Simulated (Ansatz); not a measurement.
## GaN: Ga on a N site

Computed with DFT PBE, scalar-relativistic, plane waves, PAW (Ansatz 0.2.0). Run with 420 eV cutoff, 2×2×2 k-mesh, shifted by half a step, Gaussian smearing of 0.01 eV, collinear spin in charge -1 alone.

Host crystal, relaxed:

```
CELL_PARAMETERS angstrom
3.21837 0.00000 0.00000
-1.60919 2.78719 0.00000
0.00000 0.00000 5.24317
ATOMIC_POSITIONS crystal
Ga 0.66667 0.33333 0.49913
Ga 0.33333 0.66667 0.99913
N 0.66667 0.33333 0.87587
N 0.33333 0.66667 0.37587
```

Supercell of 48 atoms, rows in host cell vectors: 0 2 -1; 2 0 -1; -2 -2 -1. Atoms relax at the host's cell, keeping the symmetry that the supercell leaves at the site. The cell is small, so energies carry finite-size errors of tenths of an eV. The host's Kohn–Sham gap is 1.71 eV. Atoms are taken from and returned to the elements' standard states. Charged cells are corrected for image charges with the computed static dielectric tensor (mean 10.9) and aligned with the host's potential at far atoms (alignment terms reach 0.63 eV; the program doubts the alignment in some charges, where it is up to 0.63 eV). No band-filling term is added, and the Fermi level counts from the host's valence band top.

Defect: Ga on a N site set at (0.667, 0.333, 0.876) of the host cell. Before relaxation its nearest neighbours are 3 Ga at 1.97 Å, 1 Ga at 1.98 Å.

| charge | E_f at the valence band top (eV) | over the neutral state (eV) | moment (μB) | largest move (Å) | atoms near the site |
| --- | --- | --- | --- | --- | --- |
| 0 | 6.72 | 0.00 | 0.00 | 0.32 | 1 Ga at 2.23 Å, 3 Ga at 2.30 Å |
| -1 | 8.43 | 1.71 | 1.00 | 0.28 | 1 Ga at 2.22 Å, 3 Ga at 2.25 Å |
| -2 | 10.73 | 4.01 | 0.00 | 0.25 | 3 Ga at 2.20 Å, 1 Ga at 2.21 Å |

Among the charges computed the stable one is 0 at the valence band top and stays so across the gap. In charge -2 the extra carrier would gain by moving to a band edge of the host, so it isn't bound in the gap.